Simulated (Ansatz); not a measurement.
**Ti: a line through a two-coordinate scan**

Aim: follow the energy of Ti (P6_3/mmc, No. 194; 2 atoms in the cell) along one coordinate, lattice constant a (and b), with the other held at lattice constant c = 4.824 Å.

Method: DFT r2SCAN, scalar-relativistic, plane waves, PAW, in Ansatz 0.2.0.

16 further runs of the same task are left out: 16 set aside as unsound or not needed.

## Step 1: Starting point

Symmetry: P6_3/mmc, No. 194, hexagonal system. The conventional cell has a = 2.935 Å, b = 2.935 Å, c = 4.638 Å, α = 90.00°, β = 90.00°, γ = 120.00°. Ti (site symmetry -6m2) is surrounded by 12 Ti at 2.87 to 2.94 Å.

Coordinates:

```xyz
2
Lattice="2.9351 0.0000 0.0000 -1.4675 2.5419 0.0000 0.0000 0.0000 4.6384" Properties=species:S:1:pos:R:3 pbc="T T T"
Ti    0.0000    1.6946    1.1596
Ti    1.4675    0.8473    3.4788
```

This cell was relaxed beforehand with the same method: volume 17.30 Å³/atom, gap on the mesh none (metal).

## Step 2: What is varied

The energy is mapped over the lattice constants a and c of the conventional cell.

First coordinate, lattice constant a (and b): 7 values from 2.730 to 3.140 Å. Second coordinate, lattice constant c: 7 values from 4.082 to 5.195 Å.

Nothing else is relaxed (symmetry fixes all fractional coordinates). Energies count from the relaxed crystal. Points are written as (first, second).

## Step 3: The run at (2.730 Å, 4.824 Å)

File input.yaml:

```yaml
crystal:
  lattice:
    - [2.7296, 0.0, 0.0]
    - [-1.3648, 2.3639029422, 0.0]
    - [0.0, 0.0, 4.824]
  atoms:
    - { symbol: Ti, position: [0.3333333333, 0.6666666667, 0.25] }
    - { symbol: Ti, position: [0.6666666667, 0.3333333333, 0.75] }
basis:
  ecutwfc: 520.0
kpoints:
  mp_grid: { grid: [18, 18, 10] }
hamiltonian:
  xc: r2scan
scf:
  occupations: { method: cold, width: 0.05 }
output:
  forces: true
  stress: true
  eigenvalues: true
```

Started as:

```console
$ ansatz run input.yaml --threads 1 --pin off --max-ram 2048MiB --backend cpu --events-out ev --progress --plain --runs-dir out
```

The session goes on with these runs: the other points of the line.

**Question.** What will these runs give? Wanted: for each run, lattice constant a; energy; slope; pressure.

**Answer**, as computed:

| lattice constant a (and b) (Å) | step | energy (meV/atom) | slope (meV/atom per Å) | pressure (GPa) |
| --- | --- | --- | --- | --- |
| 2.730 | 3 | 131 | −1406 | 14.6 |
| 2.798 | 4 | 55 | −809 | 7.2 |
| 2.867 | 5 | 18 | −273 | 1.0 |
| 2.935 | 6 | 16 | 205 | −4.3 |
| 3.004 | – | 45 | 630 | −8.6 |
| 3.072 | 7 | 101 | 994 | −12.2 |
| 3.140 | 8 | 180 | 1295 | −15.0 |

Energies count from the relaxed crystal. Rows without a step come from runs not printed here or follow by symmetry. Slopes come from the forces (and the stress, where the cell changes), not from differences of energies.

In words: The lowest point of the line is at 2.935 Å, 16 meV/atom from the zero. Energies and slopes round the minimum, fitted together, put the minimum at 2.9050 Å, with a curvature of about 6900 meV/atom per Å². The highest point computed, at 3.140 Å, lies 164 meV/atom above the lowest. This is one cut through a surface in two coordinates; the map's lowest point lies off it.
